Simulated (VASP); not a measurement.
A run of VASP 6.6.1 is set up as follows.

The input INCAR:

```
SYSTEM = Al
PREC = Accurate
ENCUT = 600
EDIFF = 1E-6
ISMEAR = 0
SIGMA = 0.1
LREAL = .FALSE.
LASPH = .TRUE.
NELM = 80
ALGO = Fast
ISIF = 3
LWAVE = .FALSE.
LCHARG = .FALSE.
GGA = PE
IBRION = 2
NSW = 100
EDIFFG = -0.005
```

Contents of KPOINTS:

```
Automatic mesh
0
G
  18 18 6
  0 0 0
```

The input POSCAR:

```
Al
1.0
    2.8270770242      0.0000000000      0.0000000000
   -1.4135385121      2.4483205214      0.0000000000
    0.0000000000      0.0000000000      9.1859930700
Al
4
Direct
    0.0000000000      0.0000000000      0.0000000000
    0.3333333300      0.6666666700      0.2500000000
    0.0000000000      0.0000000000      0.5000000000
    0.6666666700      0.3333333300      0.7500000000
```

Potentials or basis: VASP PAW PBE potentials, release 64 (Al).

Command:

```bash
$ cat potpaw_PBE.64/Al/POTCAR > POTCAR
$ mpirun -np 1 vasp_std > vasp.out
```

Question: What does it give for the band gap on the k mesh?

Answer: None (metal or under the smearing width).

Question: What does it give for the relaxed volume?

Answer: 16.54 Å³/atom.

Question: What does it give for the relaxed cell?

Answer: a = 2.854 Å, b = 2.854 Å, c = 9.380 Å, α = 90.00°, β = 90.00°, γ = 120.00°.

Question: What does it give for the space group after relaxing (to 0.05 Å)?

Answer: P6_3/mmc (No. 194).

Final structure:
```
Al
1.0
     2.85373    0.00000    0.00000
    -1.42687    2.47141    0.00000
     0.00000    0.00000    9.37993
Al
4
Cartesian
  0.0000 0.0000 9.3799
  0.0000 1.6476 2.3450
  0.0000 0.0000 4.6900
  1.4269 0.8238 7.0350
```
